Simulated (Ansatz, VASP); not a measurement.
## Two plane-wave programs on HgTe (Coloradoite)

```
CELL_PARAMETERS angstrom
0.00000 3.21450 3.21450
3.21450 0.00000 3.21450
3.21450 3.21450 0.00000
ATOMIC_POSITIONS crystal
Hg 0.00000 0.00000 0.00000
Te 0.75000 0.75000 0.75000
```

Alike in both runs: functional revPBE; k mesh 7 × 7 × 7; occupations fermi-dirac, width 0.05 eV; no spin polarisation.

|  | VASP | Ansatz |
| --- | --- | --- |
| version | VASP 6.6.1 | Ansatz 0.2.0 |
| potentials or method | VASP PAW PBE potentials, release 64 (Hg, Te) | Ansatz PAW |
| plane-wave cutoff (eV) | 520 | 420 |
| valence electrons in the cell | 18 | 36 |
| task | single point | band structure |

Ansatz gave:

| Property | Result |
| --- | --- |
| gap on the k mesh at the Fermi level (eV) | none |
| pressure (GPa) | 5.8 |

Task: What did VASP give for the same quantities?

Result: gap on the k mesh at the Fermi level (eV): none; pressure (GPa): 5.9.

A gap of «none» marks a metal or a gap that the smearing closes. The two sets of potentials don't hold the same shells in valence.

Caveats: the PAW data sets were made with another functional, which shifts forces and pressure a little (VASP); spin-orbit coupling is left out, which moves the levels of the heavy elements (Ansatz); the PAW data sets come from PBE, with cores solved anew for the run's functional, which leaves a small shift of forces and pressure (Ansatz). Spin-orbit coupling is left out, which matters for the levels of Hg, Te.
